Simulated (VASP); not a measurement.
# NaCl (Fm-3m) in VASP: band structure with PBE

Aim: the band structure of NaCl with PBE.

Everything below comes from runs of VASP 6.6.1. Logs are shortened: lines on timing, memory, paths and dates and some standing lists are left out, and cuts for length are marked.

**1. The crystal as given**

Symmetry: Fm-3m, No. 225, cubic system. The conventional cell has a = 5.600 Å, b = 5.600 Å, c = 5.600 Å, α = 90.00°, β = 90.00°, γ = 90.00°. Around Na (site symmetry m-3m) lie 6 Cl at 2.80 Å. Cl (site symmetry m-3m) is surrounded by 6 Na at 2.80 Å.

The cell was built by a generator and needn't be a form met in nature.

**2. Band structure, PBE**

File POSCAR:

```
NaCl
1.0
    0.0000000000      2.8000000000      2.8000000000
    2.8000000000      0.0000000000      2.8000000000
    2.8000000000      2.8000000000      0.0000000000
Na Cl
1 1
Direct
    0.0000000000      0.0000000000      0.0000000000
    0.5000000000      0.5000000000      0.5000000000
```

File INCAR.step1:

```
SYSTEM = NaCl
  PREC = Accurate
  ENCUT = 520
  EDIFF = 1E-7
  ISMEAR = 0
  SIGMA = 0.02
  LREAL = .False.
  LASPH = .True.
  NELM = 100
  ALGO = Normal
  ISIF = 2
  LWAVE = .False.
  LCHARG = .True.
  GGA = PE
```

File KPOINTS.step1:

```
Automatic mesh
0
Gamma
  8 8 8
  0 0 0
```

File INCAR.step2:

```
SYSTEM = NaCl
  PREC = Accurate
  ENCUT = 520
  EDIFF = 1E-7
  ISMEAR = 0
  SIGMA = 0.05
  LREAL = .False.
  LASPH = .True.
  NELM = 100
  ALGO = Normal
  ISIF = 2
  LWAVE = .False.
  LCHARG = .False.
  GGA = PE
  ICHARG = 11
```

File KPOINTS.step2:

```
path GXWKGLUWLK,UX
15
line-mode
reciprocal
 0.0000000000  0.0000000000  0.0000000000  G
 0.5000000000  0.0000000000  0.5000000000  X

 0.5000000000  0.0000000000  0.5000000000  X
 0.5000000000  0.2500000000  0.7500000000  W

 0.5000000000  0.2500000000  0.7500000000  W
 0.3750000000  0.3750000000  0.7500000000  K

 0.3750000000  0.3750000000  0.7500000000  K
 0.0000000000  0.0000000000  0.0000000000  G

 0.0000000000  0.0000000000  0.0000000000  G
 0.5000000000  0.5000000000  0.5000000000  L

 0.5000000000  0.5000000000  0.5000000000  L
 0.6250000000  0.2500000000  0.6250000000  U

 0.6250000000  0.2500000000  0.6250000000  U
 0.5000000000  0.2500000000  0.7500000000  W

 0.5000000000  0.2500000000  0.7500000000  W
 0.5000000000  0.5000000000  0.5000000000  L

 0.5000000000  0.5000000000  0.5000000000  L
 0.3750000000  0.3750000000  0.7500000000  K

 0.6250000000  0.2500000000  0.6250000000  U
 0.5000000000  0.0000000000  0.5000000000  X
```

Potentials or basis: VASP PAW PBE potentials, release 64 (Na_pv, Cl).

On the command line:

```console
> cat potpaw_PBE.64/Na_pv/POTCAR potpaw_PBE.64/Cl/POTCAR > POTCAR
> cp INCAR.step1 INCAR
> cp KPOINTS.step1 KPOINTS
> mpirun -np 1 vasp_std > vasp.out
> cp INCAR.step2 INCAR
> cp KPOINTS.step2 KPOINTS
> mpirun -np 1 vasp_std > vasp.out
```

OUTCAR:

```text
SYSTEM = NaCl
   PREC = Accurate
   ENCUT = 520
   EDIFF = 1E-7
   ISMEAR = 0
   LREAL = .False.
   LASPH = .True.
   NELM = 100
   ISIF = 2
   GGA = PE
   ICHARG = 11

 ion  position               nearest neighbor table
   1  0.000  0.000  0.000-
   2  0.500  0.500  0.500-

  LATTYP: Found a face centered cubic cell.
 ALAT       =     5.6000000000

  Lattice vectors:

 A1 = (   0.0000000000,   2.8000000000,   2.8000000000)
 A2 = (   2.8000000000,   0.0000000000,   2.8000000000)
 A3 = (   2.8000000000,   2.8000000000,   0.0000000000)

Analysis of symmetry for initial positions (statically):
=====================================================================
 Subroutine PRICEL returns:
 Original cell was already a primitive cell.

 Routine SETGRP: Setting up the symmetry group for a
 face centered cubic supercell.

 Subroutine GETGRP returns: Found 48 space group operations
 (whereof 48 operations were pure point group operations)
 out of a pool of 48 trial point group operations.

The static configuration has the point symmetry O_h .

Analysis of symmetry for dynamics (positions and initial velocities):
=====================================================================
 Subroutine PRICEL returns:
 Original cell was already a primitive cell.

 Routine SETGRP: Setting up the symmetry group for a
 face centered cubic supercell.

 Subroutine GETGRP returns: Found 48 space group operations
 (whereof 48 operations were pure point group operations)
 out of a pool of 48 trial point group operations.

The dynamic configuration has the point symmetry O_h .

 Subroutine INISYM returns: Found 48 space group operations
 (whereof 48 operations are pure point group operations),
 and found     1 'primitive' translations

----------------------------------------------------------------------------------------

                                     Primitive cell

  volume of cell :      43.9040

  direct lattice vectors                    reciprocal lattice vectors
     0.000000000  2.800000000  2.800000000    -0.178571429  0.178571429  0.178571429
     2.800000000  0.000000000  2.800000000     0.178571429 -0.178571429  0.178571429
     2.800000000  2.800000000  0.000000000     0.178571429  0.178571429 -0.178571429

  length of vectors
     3.959797975  3.959797975  3.959797975     0.309294787  0.309294787  0.309294787

  position of ions in fractional coordinates (direct lattice)
     0.000000000  0.000000000  0.000000000
     0.500000000  0.500000000  0.500000000

  ion indices of the primitive-cell ions
   primitive index   ion index
                 1           1
                 2           2

----------------------------------------------------------------------------------------

 KPOINTS: path GXWKGLUWLK,UX

Interpolating k-points between supplied coordinates.

 Line segments in fractional coordinates (reciprocal lattice):
    0.000000  0.000000  0.000000  ...  0.500000  0.000000  0.500000
    0.500000  0.000000  0.500000  ...  0.500000  0.250000  0.750000
    0.500000  0.250000  0.750000  ...  0.375000  0.375000  0.750000
    0.375000  0.375000  0.750000  ...  0.000000  0.000000  0.000000
    0.000000  0.000000  0.000000  ...  0.500000  0.500000  0.500000
    0.500000  0.500000  0.500000  ...  0.625000  0.250000  0.625000
    0.625000  0.250000  0.625000  ...  0.500000  0.250000  0.750000
    0.500000  0.250000  0.750000  ...  0.500000  0.500000  0.500000
    0.500000  0.500000  0.500000  ...  0.375000  0.375000  0.750000
    0.625000  0.250000  0.625000  ...  0.500000  0.000000  0.500000

 Generated    15 points on each line segment, for a total of    150 k-points:

 Following reciprocal coordinates:
            Coordinates               Weight
  0.000000  0.000000  0.000000      0.006667
  0.035714  0.000000  0.035714      0.006667
  0.071429  0.000000  0.071429      0.006667
  0.107143  0.000000  0.107143      0.006667
  0.142857  0.000000  0.142857      0.006667
  0.178571  0.000000  0.178571      0.006667
[... 16 lines left out ...]
  0.500000  0.125000  0.625000      0.006667
  0.500000  0.142857  0.642857      0.006667
 [... further k-points ...]
   k-points           NKPTS =    150   k-points in BZ     NKDIM =    150   number of bands    NBANDS=     11
   number of dos      NEDOS =    301   number of ions     NIONS =      2
   total plane-waves  NPLWV =  27000
   dimension x,y,z NGX =    30 NGY =   30 NGZ =   30
   dimension x,y,z NGXF=    60 NGYF=   60 NGZF=   60
   ions per type =               1   1
   NGX,Y,Z   is equivalent  to a cutoff of  12.60, 12.60, 12.60 a.u.
   NGXF,Y,Z  is equivalent  to a cutoff of  25.19, 25.19, 25.19 a.u.
 SYSTEM =  NaCl
   PREC   = accura    normal or accurate (medium, high low for compatibility)
   ISTART =      0    job   : 0-new  1-cont  2-samecut
   ICHARG =     11    charge: 1-file 2-atom 10-const
   ISPIN  =      1    spin polarized calculation?
   LNONCOLLINEAR =      F non collinear calculations
   LSORBIT =      F    spin-orbit coupling
   LASPH  =      T    aspherical Exc in radial PAW
   ENCUT  =  520.0 eV  38.22 Ry    6.18 a.u.   7.36  7.36  7.36*2*pi/ulx,y,z
   NELM   =    100;   NELMIN=  2; NELMDL=  0     # of ELM steps
   EDIFF  = 0.1E-06   stopping-criterion for ELM
   LREAL  =      F    real-space projection
   EDIFFG = 0.1E-05   stopping-criterion for IOM
   NSW    =      0    number of steps for IOM
   IBRION =     -1    ionic relax: 0-MD 1-quasi-New 2-CG
   NFREE  =      0    steps in history (QN), initial steepest desc. (CG)
   ISIF   =      2    stress and relaxation
   ISYM   =      2    0-nonsym 1-usesym 2-fastsym
   POTIM  = 0.5000    time-step for ionic-motion
   TEBEG  =    0.0;   TEEND  =   0.0 temperature during run
   PSTRESS=    0.0 pullay stress
   NELECT =      14.0000    total number of electrons
   NUPDOWN=      -1.0000    fix difference up-down
   EMIN   =  10.00;   EMAX   =-10.00  energy-range for DOS
   EFERMI =   0.00;   METHOD = LEGACY
   ISMEAR =     0;   SIGMA  =   0.05  broadening in eV -4-tet -1-fermi 0-gaus
   EFERMI_NEDOS =   21; number of points for ismear=-14 and -15
   IALGO  =     38    algorithm
   IMIX   =      4    mixing-type and parameters
     AMIX     =   0.40;   BMIX     =  1.00
     AMIX_MAG =   1.60;   BMIX_MAG =  1.00
  volume/ion in A,a.u.               =      21.95       148.14
  Fermi-wavevector in a.u.,A,eV,Ry     =   1.118449  2.113562 17.019908  1.250928
  Thomas-Fermi vector in A             =   2.255080
   LORBIT       =      0    0 simple, 1 ext, 2 COOP (PROOUT), +10 PAW based schemes
   GGA     = PE    functional components
   LHFCALC =     F    Hartree Fock is set to
   AEXX    =    0.0000 exact exchange contribution
   IVDW    =     0    specifies the selected vdW correction
   LEPSILON=     F    determine dielectric tensor
   LRPA    =     F    only Hartree local field effects (RPA)
 non-spin polarized calculation
 Gauss-broadening in eV      SIGMA  =   0.05
  energy-cutoff  :      520.00
  volume of cell :       43.90
 maximum number of plane-waves:      1243
 NGX is ok and might be reduce to    30

 number of electron      14.0000004 magnetization

 Free energy of the ion-electron system (eV)
  ---------------------------------------------------
  ext. energy  EPLUGINS =         0.00000000
  ---------------------------------------------------
  free energy    TOTEN  =        -6.87919286 eV

  energy without entropy =       -6.87919286  energy(sigma->0) =       -6.87919286

 E-fermi :  -0.3610     XC(G=0):  -8.2577

 val. band max:       -0.6065847829   @ k =   0.0000   0.0000   0.0000
 cond. band min:       4.5846328899   @ k =   0.0000   0.0000   0.0000
 fundamental gap:      5.1912176728
 Fermi energy:        -0.3609949782

 k-point     1 :       0.0000    0.0000    0.0000
  band No.  band energies     occupation
      1     -21.3841      2.00000
      2     -21.3841      2.00000
      3     -21.3841      2.00000
      4     -13.3142      2.00000
      5      -0.6066      2.00000
      6      -0.6066      2.00000
      7      -0.6066      2.00000
      8       4.5846      0.00000
      9      10.5356      0.00000
     10      10.5356      0.00000
     11      10.5356      0.00000

 k-point     2 :       0.0357    0.0000    0.0357
  band No.  band energies     occupation
      1     -21.3845      2.00000
      2     -21.3842      2.00000
      3     -21.3842      2.00000
      4     -13.3086      2.00000
      5      -0.6453      2.00000
      6      -0.6154      2.00000
      7      -0.6154      2.00000
      8       4.6457      0.00000
      9      10.4442      0.00000
     10      10.5674      0.00000
     11      10.5674      0.00000

 k-point     3 :       0.0714    0.0000    0.0714
  band No.  band energies     occupation
      1     -21.3857      2.00000
      2     -21.3845      2.00000
      3     -21.3845      2.00000
      4     -13.2920      2.00000
      5      -0.7543      2.00000
      6      -0.6411      2.00000
      7      -0.6411      2.00000
      8       4.8213      0.00000
      9      10.2036      0.00000
     10      10.6617      0.00000
     11      10.6617      0.00000

 k-point     4 :       0.1071    0.0000    0.1071
  band No.  band energies     occupation
      1     -21.3875      2.00000
      2     -21.3851      2.00000
      3     -21.3851      2.00000
      4     -13.2655      2.00000
      5      -0.9163      2.00000
      6      -0.6821      2.00000
      7      -0.6821      2.00000
      8       5.0917      0.00000
      9       9.8789      0.00000
     10      10.8157      0.00000
     11      10.8157      0.00000

 k-point     5 :       0.1429    0.0000    0.1429
  band No.  band energies     occupation
      1     -21.3898      2.00000
      2     -21.3858      2.00000
      3     -21.3857      2.00000
      4     -13.2306      2.00000
      5      -1.1097      2.00000
      6      -0.7354      2.00000
      7      -0.7354      2.00000
      8       5.4313      0.00000
      9       9.5224      0.00000
     10      11.0250      0.00000
     11      11.0254      0.00000
[... 211 lines left out ...]
 k-point    21 :       0.5000    0.0893    0.5893
  band No.  band energies     occupation
      1     -21.4051      2.00000
      2     -21.3940      2.00000
      3     -21.3936      2.00000
      4     -12.9012      2.00000
      5      -2.2519      2.00000
      6      -1.3273      2.00000
      7      -1.2702      2.00000
      8       7.2738      0.00000
      9       7.7187      0.00000
     10      10.5993      0.00000
     11      12.9069      0.00000

 k-point    22 :       0.5000    0.1071    0.6071
  band No.  band energies     occupation
      1     -21.4047      2.00000
      2     -21.3944      2.00000
      3     -21.3939      2.00000
      4     -12.8993      2.00000
      5      -2.2221      2.00000
      6      -1.3702      2.00000
      7      -1.2878      2.00000
      8       7.3899      0.00000
      9       7.8298      0.00000
     10      10.4868      0.00000
     11      12.5795      0.00000

 k-point    23 :       0.5000    0.1250    0.6250
  band No.  band energies     occupation
      1     -21.4042      2.00000
      2     -21.3949      2.00000
      3     -21.3941      2.00000
      4     -12.8972      2.00000
      5      -2.1874      2.00000
      6      -1.4187      2.00000
      7      -1.3062      2.00000
      8       7.5206      0.00000
      9       7.9573      0.00000
     10      10.3579      0.00000
     11      12.2613      0.00000

 k-point    24 :       0.5000    0.1429    0.6429
  band No.  band energies     occupation
      1     -21.4036      2.00000
      2     -21.3954      2.00000
      3     -21.3944      2.00000
      4     -12.8951      2.00000
      5      -2.1481      2.00000
      6      -1.4717      2.00000
      7      -1.3244      2.00000
      8       7.6621      0.00000
      9       8.0997      0.00000
     10      10.2141      0.00000
     11      11.9571      0.00000

 [... further k-points ...]

------------------------ aborting loop because EDIFF is reached ----------------------------------------

  FORCE on cell =-STRESS in cart. coord.  units (eV):
  Direction    XX          YY          ZZ          XY          YZ          ZX
  --------------------------------------------------------------------------------------
  -------------------------------------------------------------------------------------
  Total        0.4338556      0.4338556      0.4338556     -0.0000000     -0.0000000     -0.0000000
  in kB       15.8325805     15.8325805     15.8325805     -0.0000000     -0.0000000     -0.0000000
  external PRESSURE =      15.8325805 kB  Pullay stress =       0.0000000 kB

 VOLUME and BASIS-vectors are now :
 -----------------------------------------------------------------------------
  energy-cutoff  :      520.00
  volume of cell :       43.90
      direct lattice vectors                 reciprocal lattice vectors
     0.000000000  2.800000000  2.800000000    -0.178571429  0.178571429  0.178571429
     2.800000000  0.000000000  2.800000000     0.178571429 -0.178571429  0.178571429
     2.800000000  2.800000000  0.000000000     0.178571429  0.178571429 -0.178571429

 POSITION                                       TOTAL-FORCE (eV/Angst)
 -----------------------------------------------------------------------------------
      0.00000      0.00000      0.00000        -0.000000      0.000000     -0.000000
      2.80000      2.80000      2.80000         0.000000     -0.000000      0.000000
 -----------------------------------------------------------------------------------
    total drift:                               -0.000000     -0.000000      0.000000

  FREE ENERGIE OF THE ION-ELECTRON SYSTEM (eV)
  ---------------------------------------------------
  free  energy   TOTEN  =        -6.8791928606 eV

  energy  without entropy=       -6.8791928606  energy(sigma->0) =       -6.87919286
```

Run time: 52 s. Hardware: 1 thread of Intel Xeon Platinum 8259CL at 2.50GHz (Skylake/Cascade Lake), shared host; peak memory 0.2 GiB.

What came out:

```yaml
Band_gap_on_the_k_mesh: 5.19 eV, direct
Band_gap_along_the_path: 5.19 eV, direct
```

Levels at the corners of the path, in eV from the valence-band top:
| point | band 4 | band 5 | band 6 | band 7 | band 8 | band 9 | band 10 | band 11 |
| --- | --- | --- | --- | --- | --- | --- | --- | --- |
| Γ | -12.71 | 0.00 | 0.00 | 0.00 | 5.19 | 11.14 | 11.14 | 11.14 |
| X | -12.30 | -1.71 | -0.62 | -0.62 | 7.60 | 8.06 | 11.47 | 14.97 |
| X | -12.30 | -1.71 | -0.62 | -0.62 | 7.60 | 8.06 | 11.47 | 14.97 |
| W | -12.28 | -1.23 | -1.23 | -0.78 | 8.92 | 9.76 | 9.76 | 11.47 |
| W | -12.28 | -1.23 | -1.23 | -0.78 | 8.92 | 9.76 | 9.76 | 11.47 |
| K | -12.29 | -1.45 | -1.15 | -0.51 | 8.28 | 9.10 | 10.66 | 12.89 |
| K | -12.29 | -1.45 | -1.15 | -0.51 | 8.28 | 9.10 | 10.66 | 12.89 |
| Γ | -12.71 | 0.00 | 0.00 | 0.00 | 5.19 | 11.14 | 11.14 | 11.14 |
| Γ | -12.71 | 0.00 | 0.00 | 0.00 | 5.19 | 11.14 | 11.14 | 11.14 |
| L | -12.35 | -1.99 | -0.28 | -0.28 | 7.31 | 10.80 | 11.03 | 11.03 |
| L | -12.35 | -1.99 | -0.28 | -0.28 | 7.31 | 10.80 | 11.03 | 11.03 |
| U | -12.29 | -1.45 | -1.15 | -0.51 | 8.28 | 9.10 | 10.66 | 12.89 |
| U | -12.29 | -1.45 | -1.15 | -0.51 | 8.28 | 9.10 | 10.66 | 12.89 |
| W | -12.28 | -1.23 | -1.23 | -0.78 | 8.92 | 9.76 | 9.76 | 11.47 |
| W | -12.28 | -1.23 | -1.23 | -0.78 | 8.92 | 9.76 | 9.76 | 11.47 |
| L | -12.35 | -1.99 | -0.28 | -0.28 | 7.31 | 10.80 | 11.03 | 11.03 |
| L | -12.35 | -1.99 | -0.28 | -0.28 | 7.31 | 10.80 | 11.03 | 11.03 |
| K | -12.29 | -1.45 | -1.15 | -0.51 | 8.28 | 9.10 | 10.66 | 12.89 |
| U | -12.29 | -1.45 | -1.15 | -0.51 | 8.28 | 9.10 | 10.66 | 12.89 |
| X | -12.30 | -1.71 | -0.62 | -0.62 | 7.60 | 8.06 | 11.47 | 14.97 |

Caveat: the log is that of the step along the path at fixed density, whose energy, stress, charges and moments have no meaning.
